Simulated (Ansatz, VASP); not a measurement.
**MoS2: VASP beside Ansatz**

Contents of INCAR:

```
SYSTEM = MoS2
PREC     = Accurate       ! precision mode
ENCUT    = 520            ! plane-wave cutoff, eV
EDIFF    = 1E-7           ! SCF threshold, eV
ISMEAR   = -1             ! smearing method
SIGMA    = 0.05           ! smearing width, eV
LREAL    = .False.        ! projectors in reciprocal space
LASPH    = .True.         ! aspherical terms in the spheres
NELM     = 80             ! most SCF steps
ALGO     = Normal         ! electronic algorithm
ISIF     = 2              ! what is computed and relaxed
LWAVE    = .False.        ! write WAVECAR
LCHARG   = .False.        ! write CHGCAR
GGA      = PS             ! functional
NBANDS   = 20             ! bands
```

KPOINTS

```
Automatic mesh
0
Gamma
  10 10 10
  0 0 0
```

File POSCAR:

```
MoS2
1.0
    1.5693956536      0.9060910031      6.1087235885
   -1.5693956536      0.9060910031      6.1087235885
    0.0000000000     -1.8121820061      6.1087235885
Mo S
1 2
Direct
    0.0000000000      0.0000000000      0.0000000000
    0.4170000000      0.4170000000      0.4170000000
    0.2500000000      0.2500000000      0.2500000000
```

Contents of input.yaml:

```yaml
crystal:
  lattice:
    - [1.5693956536, 0.9060910031, 6.1087235885]
    - [-1.5693956536, 0.9060910031, 6.1087235885]
    - [0.0, -1.8121820061, 6.1087235885]
  atoms:
    - { symbol: Mo, position: [0.0, 0.0, 0.0] }
    - { symbol: S, position: [0.417, 0.417, 0.417] }
    - { symbol: S, position: [0.25, 0.25, 0.25] }
hamiltonian:
  xc: pbesol
  pseudopotentials: { kind: paw }
kpoints:
  mp_grid: { grid: [10, 10, 10] }
scf:
  occupations: { method: fermi_dirac, width: 0.05 }
output:
  forces: true
  stress: true
  eigenvalues: true
  write_density: true
  write_potential: true
  elf: true
  volumetric_format: npy
```

Change from the starting cell: volume scaled by 0.98.

Alike in both runs: task single point; functional PBEsol; k mesh 10 × 10 × 10; occupations fermi-dirac, width 0.05 eV; no spin polarisation.

|  | VASP | Ansatz |
| --- | --- | --- |
| version | VASP 6.6.1 | Ansatz 0.2.0 |
| potentials or method | VASP PAW PBE potentials, release 64 (Mo_sv, S) | Ansatz PAW |
| plane-wave cutoff (eV) | 520 | 420 |
| valence electrons in the cell | 26 | 26 |

```csv
,VASP,Ansatz,Ansatz less VASP
gap on the k mesh at the Fermi level (eV),0.91,0.89,-0.018
least direct gap on the mesh (eV),2.02,2.01,-0.005
pressure (GPa),3.6,3.6,+0.02
largest component of the traceless stress (GPa),2.22,2.24,+0.020
rms of the force components (eV/Å),0.271,0.272,+0.0005
```

Atom by atom the forces differ by 0.001 eV/Å (rms over components).

Caveats: the PAW data sets were made with another functional, which shifts forces and pressure a little (VASP); the PAW data sets come from PBE, with cores solved anew for the run's functional, which leaves a small shift of forces and pressure (Ansatz). A k mesh can miss the band edges.
